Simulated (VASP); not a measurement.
**BaS: equation of state with PBE**

BaS:

```
Ba S
1.0
     0.00000    3.19375    3.19375
     3.19375    0.00000    3.19375
     3.19375    3.19375    0.00000
Ba S
1 1
Direct
  0.00000 0.00000 0.00000
  0.50000 0.50000 0.50000
```

```json
{"Program": "VASP 6.6.1", "Task": "equation of state", "Functional": "PBE", "Potentials or basis": "VASP PAW PBE potentials, release 64 (Ba_sv, S)", "Cutoff": "520 eV", "k mesh": "7 × 7 × 7", "Occupations": "fermi-dirac, width 0.05 eV", "Spin": "no spin polarisation"}
```

```json
{"Equilibrium volume": "33.66 Å³/atom", "Bulk modulus": "41 GPa", "Pressure derivative of the bulk modulus": "4.5"}
```

Energy against volume, from the lowest point:
```
volume (Å³/atom)  energy (meV/atom)
          30.622              41.74
          31.273              24.70
          31.925              12.46
          32.576               4.56
          33.228               0.53
          33.879               0.00
          34.531               2.61
```

All runs of the series together: 2.5 min on 1 thread of Intel(R) Xeon(R) Platinum 8488C (Sapphire Rapids), with other jobs on the host.

The run has no spin-orbit coupling, so splittings on Ba are missing. Zero-point motion and thermal expansion aren't in these numbers.
